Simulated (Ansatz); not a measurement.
**From the elastic tensor of GaP at 5 GPa (stress–strain coefficients) to moduli and sound speeds**

Level of theory: DFT LDA, scalar-relativistic, plane waves, PAW in Ansatz 0.2.0. Plane waves to 420 eV; Γ-centred k mesh 10×10×10; fixed occupations. No spin polarisation.

It takes space group F-43m (No. 216, cubic). Conventional cell: a = 5.303 Å, b = 5.303 Å, c = 5.303 Å, α = 90.00°, β = 90.00°, γ = 90.00°. Around Ga (site symmetry -43m) lie 4 P at 2.30 Å. P (site symmetry -43m) is surrounded by 4 Ga at 2.30 Å.

Relaxed-ion constants (GPa, on the Cartesian axes of the calculation):
C11 = 163.8, C12 = 85.4, C13 = 85.4, C22 = 163.8, C23 = 85.4, C33 = 163.8, C44 = 74.5, C55 = 74.5, C66 = 74.5 GPa; the others vanish.

Density 4.485 g/cm³; 2 atoms in 37.28 Å³.

The values that follow are for a polycrystal of randomly turned grains, by Hill's mean where one number stands.

With S = C⁻¹: B_V = (C11+C22+C33+2(C12+C13+C23))/9, G_V = (C11+C22+C33−C12−C13−C23+3(C44+C55+C66))/15, 1/B_R = S11+S22+S33+2(S12+S13+S23), 15/G_R = 4(S11+S22+S33−S12−S13−S23)+3(S44+S55+S66); Hill is their mean. Then v_l = √((B+4G/3)/ρ), v_t = √(G/ρ), v_m = [(2/v_t³+1/v_l³)/3]^(−1/3) and Θ = (ħ/k_B)·v_m·(6π²n/V)^(1/3) for n atoms in the volume V; E = 9BG/(3B+G), ν = (3B−2G)/(2(3B+G)) and A^U = 5G_V/G_R + B_V/B_R − 6.

* Bulk modulus, Voigt / Reuss / Hill: 111.5 / 111.5 / 111.5 GPa
* Shear modulus, Voigt / Reuss / Hill: 60.4 / 54.8 / 57.6 GPa
* Young's modulus: 147 GPa
* Poisson ratio: 0.280
* Pugh ratio B/G: 1.94
* Universal anisotropy index: 0.51
* Longitudinal and transverse sound speeds: 6480 and 3583 m/s
* Debye temperature from the mean sound speed: 448 K

Cost: 1 run of about 1.9 core-minutes, on Arm Neoverse V1 (shared hosts).

The compressed zinc-blende lattice is elastically stable against small homogeneous strains, but its shear response is clearly anisotropic. C44, at 74.5 GPa, is well above the tetragonal shear stiffness, half of C11 − C12. Tetragonal shear mainly bends the tetrahedral bonds, whereas the shear measured by C44 also stretches them, even after the sublattices relax. The lattice is therefore stiffest along the ⟨111⟩ bond directions, and the Voigt and Reuss shear moduli differ.

That C12 exceeds C44 is no sign of metallic bonding. For stress–strain coefficients, central forces alone would give an offset of twice the pressure if every atom sat at an inversion centre. The offset found here is close to that value, but the atoms of zinc blende do not sit at inversion centres, so the relation need not hold for its relaxed-ion constants. Nor does this near-match make the forces central, since without bond-bending forces a nearest-neighbour tetrahedral network would have almost no resistance to tetragonal shear.

The Pugh ratio of 1.94 would conventionally suggest ductility, yet GaP is brittle under ordinary conditions. Compression probably raises the ratio by stiffening the bulk response more than the shear response, and plasticity in a covalent crystal depends on dislocation mobility, which elastic moduli don't capture.
